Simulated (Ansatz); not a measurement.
The cell is a 2-atom cell of BN (R3m) from a materials database; cell and atoms were relaxed with r2SCAN+rVV10. The symmetry is R3m (No. 160, trigonal); a = 2.500 Å, c = 9.760 Å in the conventional setting, 8.81 Å³ an atom. B is surrounded by 3 N at 1.44 Å; N is surrounded by 3 B at 1.44 Å.

```xyz
2
Lattice="1.2501 0.7218 3.2533 -1.2501 0.7218 3.2533 0.0000 -1.4435 3.2533" Properties=species:S:1:pos:R:3 pbc="T T T"
B     0.0000    0.0000    9.7569
N     0.0000    0.0000    3.2476
```

The questions ask for values computed with Ansatz on this geometry. (Simulation; spin polarisation is off.)

Given (12×12×12 mesh): The LDA gap is indirect, 3.95 eV (k = (-0.010, 0.294, -0.323) to F), below the direct gap of 4.57 eV at H₀–L (0.20 of the way from H₀).

Problem. What does r2SCAN give for the gap (12×12×12 mesh)?

Solution. With r2SCAN the valence top lies at k = (-0.010, 0.294, -0.323) and the conduction bottom at F, 4.65 eV higher; the smallest vertical gap, at H₀–L (0.20 of the way from H₀), is 5.34 eV. The gap differs by +0.70 eV from LDA's.

Problem. What does DDH-PBE0 give for the gap (8×8×8 mesh)?

Solution. With DDH-PBE0 the valence top lies at k = (-0.010, 0.294, -0.323) and the conduction bottom at F, 6.07 eV higher; the smallest vertical gap, at H₀–L (0.20 of the way from H₀), is 6.79 eV. The share of exact exchange is 0.242. The gap differs by +2.12 eV from LDA's.

Problem. What does PBE0 give for the gap (8×8×8 mesh)?

Solution. PBE0 gives an indirect gap of 6.14 eV, from k = (-0.010, 0.294, -0.323) to F; the least direct gap is 6.86 eV at H₀–L (0.20 of the way from H₀). The gap differs by +2.19 eV from LDA's.

Problem. Order these levels by the gap that they give, smallest first.
A. r2SCAN
B. DDH-PBE0
C. PBE0
D. Hartree-Fock
E. LDA
F. HSE06

Solution. E (3.95 eV), A (4.65 eV), F (5.40 eV), B (6.07 eV), C (6.14 eV), D (12.84 eV).

Problem. Roughly how does the cost of the DDH-PBE0 run (8×8×8) compare with r2SCAN's (12×12×12)?

Solution. About 10 times as much (80 core-seconds against 8 core-seconds, on 2 threads of Arm Neoverse V2 (shared host)).

Problem. How strongly does the crystal screen a field with clamped ions (r2SCAN)?

Solution. ε∞: 4.50 along x and y, 2.68 along z. Born charges, averaged over directions: B +2.06, N -2.06 e.

Problem. What do these levels agree on?

Solution. All these functionals give a gap of the same kind, indirect.

Where an edge lies off the special points, it is a point of the mesh or the k point where a search put PBE's edge or least direct gap, reused for the other functionals, whose own edges may lie a little apart.

Coordinates of k points refer to the reciprocal vectors of the primitive cell of the runs.

PBE's own run along the path (4.15 eV) came before the search for the edges and missed one, so it isn't listed. Set aside, since their points miss a band edge that the other levels read or their mesh is too coarse: LC-ωPBE.
